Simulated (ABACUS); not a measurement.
# Al (P-1) in ABACUS: notebook, part 2 of 2

ABACUS 3.10.1.

### 3 Single point, PBE

Contents of INPUT:

```
INPUT_PARAMETERS
suffix              Al
calculation         scf
basis_type          lcao
pseudo_dir          ./
orbital_dir         ./
symmetry            1
dft_functional      pbe
ecutwfc             100
pseudo_rcut         10
nspin               1
nbands              7
ks_solver           genelpa
smearing_method     fd
smearing_sigma      0.00367493
scf_thr             1e-07
scf_nmax            100
mixing_type         broyden
mixing_beta         0.7
cal_force           1
cal_stress          1
out_mul             1
```

Contents of STRU:

```
ATOMIC_SPECIES
Al 26.9815 Al.upf

NUMERICAL_ORBITAL
Al_confined-atom_8au_3s3p2d1f.orb

LATTICE_CONSTANT
1.8897261246

LATTICE_VECTORS
-1.4063174600 1.8857434000 1.6638188300
1.5025265500 -1.6837595700 1.5580441000
2.6055416700 3.2662006400 0.2981929100

ATOMIC_POSITIONS
Direct

Al
0.0
2
0.0063271800 0.0046127300 0.0070204900 1 1 1
0.4936728200 0.4953872700 0.4929795100 1 1 1
```

Contents of KPT:

```
K_POINTS
0
Gamma
10 10 7 0 0 0
```

Potentials or basis: PseudoDojo NC SR 0.4.1 PBE standard, TZDP LCAO (the cutoffs set its grid).

Command:

```console
$ OMP_NUM_THREADS=1 mpirun -np 4 abacus > log
```

running log:

```text
ABACUS v3.10.1

               Atomic-orbital Based Ab-initio Computation at UStc

 ------------------------------------------------------------------------------------

 READING GENERAL INFORMATION
                           global_out_dir = OUT.Al/
                           global_in_card = INPUT
                               pseudo_dir = ./
                              orbital_dir = ./
                                    DSIZE = 4
                                    GSIZE = 1

 READING UNITCELL INFORMATION
                                    ntype = 1
                  lattice constant (Bohr) = 1.88973
              lattice constant (Angstrom) = 1

 READING ATOM TYPE 1
                               atom label = Al
                      L=0, number of zeta = 3
                      L=1, number of zeta = 3
                      L=2, number of zeta = 2
                      L=3, number of zeta = 1
             number of atom for this type = 2

                        TOTAL ATOM NUMBER = 2
DIRECT COORDINATES
    atom                   x                   y                   z     mag                  vx                  vy                  vz
taud_Al1            0.0063271800        0.0046127300        0.0070204900  0.0000        0.0000000000        0.0000000000        0.0000000000
taud_Al2            0.4936728200        0.4953872700        0.4929795100  0.0000        0.0000000000        0.0000000000        0.0000000000

                          Volume (Bohr^3) = 203.379
                             Volume (A^3) = 30.1376

 Lattice vectors: (Cartesian coordinate: in unit of a_0)
             -1.40632            +1.88574            +1.66382
             +1.50253            -1.68376            +1.55804
             +2.60554             +3.2662           +0.298193
 Reciprocal vectors: (Cartesian coordinate: in unit of 2 pi/a_0)
            -0.185514           +0.119834           +0.308407
             +0.16166           -0.157759           +0.315442
            +0.190444           +0.155654          -0.0154451
 The esolver type has been set to : ksdft_lcao

                PAO radial cut off (Bohr) = 10

 Read in pseudopotential file is Al.upf
                     pseudopotential type = NC
          exchange-correlation functional = PBE
                 nonlocal core correction = 1
                        valence electrons = 3
                                     lmax = 2
                           number of zeta = 2
                     number of projectors = 6
                           L of projector = 0
                           L of projector = 0
                           L of projector = 1
                           L of projector = 1
                           L of projector = 2
                           L of projector = 2
     initial pseudo atomic orbital number = 8

 SETUP THE ELECTRONS NUMBER
            electron number of element Al = 3
      total electron number of element Al = 6
            AUTOSET number of electrons:  = 6
                           occupied bands = 3
                                   NLOCAL = 58
                                   NBANDS = 7
                                   NBANDS = 7
                                   NLOCAL = 58

 SETUP THE PLANE WAVE BASIS
 energy cutoff for charge/potential (unit:Ry) = 400
            fft grid for charge/potential = [ 36, 36, 54 ]
                        fft grid division = [ 4, 4, 2 ]
        big fft grid for charge/potential = [ 9, 9, 27 ]
                                     nbxx = 567
                                     nrxx = 18144

 SETUP PLANE WAVES FOR CHARGE/POTENTIAL
                    number of plane waves = 27517
[... 116 lines left out ...]

           k-point number in this process = 352
       minimum distributed K point number = 352
[... stars of the k points ...]

[... K-POINTS CARTESIAN COORDINATES: 352 rows ...]

[... K-POINTS DIRECT COORDINATES: 352 rows ...]

 SETUP PLANE WAVES FOR WAVE FUNCTIONS
     energy cutoff for wavefunc (unit:Ry) = 100
              fft grid for wave functions = [ 36, 36, 54 ]
                    number of plane waves = 4639
                         number of sticks = 261

 PARALLEL PW FOR WAVE FUNCTIONS
     PROC   COLUMNS(POT)             PW
        1             65           1160
        2             65           1160
        3             66           1159
        4             65           1160
 --------------- sum -------------------
        4            261           4639

 SET NONLOCAL PSEUDOPOTENTIAL PROJECTORS
 max number of nonlocal projetors among all species is 6

 -------------------------------------------
 SELF-CONSISTENT
 -------------------------------------------

 SETUP SEARCHING RADIUS FOR PROGRAM TO SEARCH ADJACENT ATOMS
                  longest orb rcut (Bohr) = 8
   longest nonlocal projector rcut (Bohr) = 1.78
                     search radius (Bohr) = 19.6
              searching radius is (Bohr)) = 19.6
         searching radius unit is (Bohr)) = 1.89
                         PeriodicBoundary = 1
                        Radius(unit:lat0) = 10.4
                                   glayer = [ 5, 6, 4 ]
                             glayer_minus = [ 4, 5, 3 ]

Find the coordinate range of the input atom(unit:lat0).
                                  min_tau = [ -20.9, -25.7, -15.3 ]
                                  max_tau = [ 22.3, 27.5, 17.1 ]
                                BoxNumber = [ 9, 11, 7 ]

 SETUP EXTENDED REAL SPACE GRID FOR GRID INTEGRATION
                          real space grid = [ 36, 36, 54 ]
                 big cell numbers in grid = [ 9, 9, 27 ]
             meshcell numbers in big cell = [ 4, 4, 2 ]
                        extended fft grid = [ 15, 15, 29 ]
                dimension of extened grid = [ 40, 40, 86 ]
                            UnitCellTotal = 125
              Atom number in sub-FFT-grid = 2
    Local orbitals number in sub-FFT-grid = 58
                                ParaV.nnr = 94201
                                 init_chg = atomic

 LCAO ALGORITHM --------------- ION=   1  ELEC=   1--------------------------------

 Density error is 0.101746831016
----------------------------------------------------------
     Energy           Rydberg                 eV
----------------------------------------------------------
 E_KohnSham     -9.2293568447        -125.5718419630
 E_Harris       -9.1844001882        -124.9601752722
 E_Fermi        0.6490793210         8.8311772197
----------------------------------------------------------
[... 69 lines left out ...]
 Density error is 5.06116061101e-08
----------------------------------------------------------
     Energy           Rydberg                 eV
----------------------------------------------------------
 E_KohnSham     -9.2293072484        -125.5711671707
 E_KS(sigma->0) -9.2290332958        -125.5674398545
 E_Harris       -9.2293072369        -125.5711670138
 E_band         1.8480669067         25.1442402166
 E_one_elec     6.2620138148         85.1990688356
 E_Hartree      0.0309472553         0.4210590095
 E_xc           -4.4439315184        -60.4627901722
 E_Ewald        -11.0777888949       -150.7210502112
 E_entropy(-TS) -0.0005479052        -0.0074546323
 E_descf        0.0000000000         0.0000000000
 E_exx          0.0000000000         0.0000000000
 E_Fermi        0.6482767333         8.8202574541
----------------------------------------------------------

 charge density convergence is achieved
 final etot is -125.57116717 eV
 EFERMI = 8.8202574541 eV

 STATE ENERGY(eV) AND OCCUPATIONS    NSPIN == 1
 1/352 kpoint (Cartesian) = 0.0000 0.0000 0.0000 (862 pws)
       1       -2.90047     0.00285714
       2        5.12498     0.00285714
       3        6.56245     0.00285714
       4        16.4608    1.23275e-69
       5        16.6047    6.94037e-71
       6        18.4345    8.86335e-87
       7        18.8574        0.00000
[... 37 lines left out ...]
 6/352 kpoint (Cartesian) = -0.092757 0.059917 0.15420 (852 pws)
       1        2.29437     0.00285714
       2        2.29964     0.00285714
       3        7.65800     0.00285714
       4        7.91827     0.00285714
       5        13.8582    4.97453e-47
       6        13.8652    4.32782e-47
       7        16.5758    1.23745e-70

[... levels at 346 further k points ...]

 correction force for each atom along direction 1 is 5.59448e-16
 correction force for each atom along direction 2 is -6.26235e-16
 correction force for each atom along direction 3 is -1.67271e-15
------------------------------------------------------------------------------------------
 TOTAL-FORCE (eV/Angstrom)
------------------------------------------------------------------------------------------
                       Al1        -0.3464188307        -0.2678415130         0.1405653209
                       Al2         0.3464188307         0.2678415130        -0.1405653209
------------------------------------------------------------------------------------------

----------------------------------------------------------------
 TOTAL-STRESS (KBAR)
----------------------------------------------------------------
       139.7398195500        91.1678556983       -77.9931707250
        91.1678556983       193.0902482665       -98.2622914626
       -77.9931707250       -98.2622914626       127.9251161388
----------------------------------------------------------------
 TOTAL-PRESSURE: 153.585061 KBAR

 --------------------------------------------
 !FINAL_ETOT_IS -125.5711671707049675 eV
 --------------------------------------------
```

Run time: 16 s. Hardware: 4 MPI ranks of INTEL XEON PLATINUM 8581C at 2.10GHz (Emerald Rapids), shared host; peak memory 0.56 GiB.

Results:

| Property | Result |
| --- | --- |
| Free energy | -125.5712 eV |
| Pressure | 15.4 GPa |
| Largest force | 0.460 eV/Å |
| Band gap on the k mesh | none (metal or under the smearing width) |

Forces in eV/Å, atoms in the order of the input:
```
Al  -0.346 -0.268  0.141
Al   0.346  0.268 -0.141
```

Levels at points of the mesh, in eV from the Fermi level:
```
           k point  band 1  band 2  band 3  band 4  band 5  band 6  band 7
(0.00, 0.00, 0.00)  -11.72   -3.70   -2.26    7.64    7.78    9.61   10.04
(0.50, 0.00, 0.00)   -6.53   -6.52   -1.16   -0.90    5.04    5.04    7.76
(0.00, 0.50, 0.00)   -6.29   -6.26    1.23    1.29    3.19    3.23    6.83
(0.50, 0.50, 0.00)   -4.84   -4.32   -0.44    1.59    1.61    2.84    6.51
```

Caveat: the atomic orbitals were generated for these runs and aren't a published set; so large a pressure means that the cell lies far from this level's equilibrium, or that cutoff or potentials fall short; the basis of atomic orbitals isn't converged, which shifts pressures, moduli and gaps.
